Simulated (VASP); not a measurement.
# Zn in VASP: the effect of functional

Zn, a slab with vacuum:

```xyz
6
Lattice="2.6170 0.0000 0.0000 -1.3085 2.2682 0.0000 0.0000 0.0000 27.1588" Properties=species:S:1:pos:R:3 pbc="T T T"
Zn    0.0000    1.5394    7.5000
Zn    0.0000    0.0523    9.9164
Zn    0.0000    1.5917   12.3584
Zn    1.3085    0.8630   14.8004
Zn    0.0000    1.6440   17.2168
Zn    1.3085    0.9153   19.6588
```

Alike in all runs:

| Quantity | Value |
| --- | --- |
| Program | VASP 6.6.1 |
| Task | work function |
| Cutoff | 520 eV |
| k mesh | 9 × 9 × 1 |
| Occupations | fermi-dirac, width 0.05 eV |
| Spin | no spin polarisation |

| functional | potentials or basis | largest force (eV/Å) | work function (eV) |
| --- | --- | --- | --- |
| LDA | VASP PAW LDA potentials, release 64 (Zn) | ? | ? |
| PBE | VASP PAW PBE potentials, release 64 (Zn) | 0.29 | 4.04 |
| PBEsol | VASP PAW PBE potentials, release 64 (Zn) | 0.11 | 4.18 |
| RPBE | VASP PAW PBE potentials, release 64 (Zn) | 0.40 | 3.91 |
| revPBE | VASP PAW PBE potentials, release 64 (Zn) | 0.37 | 3.93 |
| PW91 | VASP PAW PBE potentials, release 64 (Zn) | 0.31 | 4.07 |

Task: What does the run with functional LDA give?

Result: Largest force 0.06 eV/Å; work function 4.33 eV.

Caveats: the PAW data sets were made with another functional, which shifts forces and pressure a little (some runs).
